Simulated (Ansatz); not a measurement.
## CsBr: from supercell energies to defect levels (Cs interstitial)

These are results of Ansatz, DFT PBE, scalar-relativistic, plane waves, PAW, not measurements. Run with 420 eV cutoff, 2×2×2 k-mesh, Gaussian smearing of 0.01 eV, collinear spin in charge 0 alone.

Host crystal, relaxed:

```
CELL_PARAMETERS angstrom
4.38651 0.00000 0.00000
0.00000 4.38651 0.00000
0.00000 0.00000 4.38651
ATOMIC_POSITIONS crystal
Cs 0.00000 0.00000 0.00000
Br 0.50000 0.50000 0.50000
```

The Cs interstitial was set at (0.000, 0.250, 0.500) of the host cell, in a supercell of 32 sites (1350 Å³), relaxed at fixed cell in each charge q. In charges +1, 0 some atom moved by up to 1.2 Å, so the relaxed defect can differ in kind from the start: near the site, 2 Br at 2.45 Å, 2 Cs at 2.45 Å became none within 3 Å (charge +1); none within 3 Å (charge 0). The host's Kohn–Sham gap is 4.26 eV and its static dielectric constant 9.5 (mean). For each charge: the supercell's free energy over the neutral one with q electrons exchanged at the valence band top, F(q) − F(0) + qE_v; the image-charge term; and the term that aligns the potential far from the defect with the host's.

Spin-orbit coupling is left out, which matters for the bands and energies of heavy elements.

```
 q F(q) − F(0) + qE_v (eV) image charge (eV) alignment (eV)
+1                   -5.010              0.197           0.423
 0                    0.000              0.000           0.000
```

Q: Add the terms and find the levels between neighbouring charges, ε(q/q′) = [A(q′) − A(q)]/(q − q′), with and without the two corrections.

A: A(q): -4.390 eV for +1, 0.000 eV for 0.
| level | corrected (eV over E_v) | uncorrected (eV) |
| --- | --- | --- |
| (+1/0) | 4.39 | 5.01 |

As a check, a point charge in a simple cubic cell of this volume has q²αe²/(2εL) = 0.194 q² eV (e² = 14.40 eV Å, α = 2.837, L = 11.05 Å); the shape of the real cell can change it somewhat. The term grows as q², so it pushes donor levels down and acceptor levels up. The program doubts the alignment for q = +1, so levels beside it are uncertain by about that term.

Q: Which of these charges is lowest with the Fermi level at the valence band top, at mid-gap and at the conduction band bottom?

A: The line A(q) + qE_F that lies lowest gives the charge: +1 at E_F = 0.00 eV, +1 at E_F = 2.13 eV, +1 at E_F = 4.26 eV. (+1/0) falls outside this Kohn–Sham gap, so the change of charge isn't reached within it; the real gap is usually wider and may hold a localised level, while a level that comes from a carrier in the host's bands only marks the band edge and moves with it. In charge 0 the cell has partly filled levels, from a carrier spread over the host's bands, a defect level that the small cell broadens into a band, or a degenerate defect level that the symmetric start can't split, so the levels beside it are doubtful. In charge 0 the extra carrier sits in the host's bands, sampled away from their edge; a term of -0.13 eV would put the level beside it at that edge (it also undoes corrections that don't apply to a spread carrier) and isn't included above. Charges beyond those computed could lie lower near the band edges.

Q: The neutral defect forms at 3.11 eV with atoms taken from and returned to the elements. What are the formation energies at those three Fermi levels, and what share of sites would hold the defect at 1200 K with E_F at mid-gap, if the host still stood at that temperature?

A: E_f = E_f(0) + A(q) + qE_F = -1.28, 0.85, 2.98 eV. In the dilute limit the share is exp(−E_f/k_BT) = exp(−0.847/0.1034) = 2.8×10⁻⁴, leaving out degeneracy and vibrational entropy. A negative value marks a Fermi level that can't be reached at these chemical potentials: the defect would form first and pull it back. This is the Cs-rich limit; a poorer supply of Cs, or a competing compound of it, raises E_f. The small cell and the narrow Kohn–Sham gap leave errors of tenths of an eV or more, which change the share by orders of magnitude.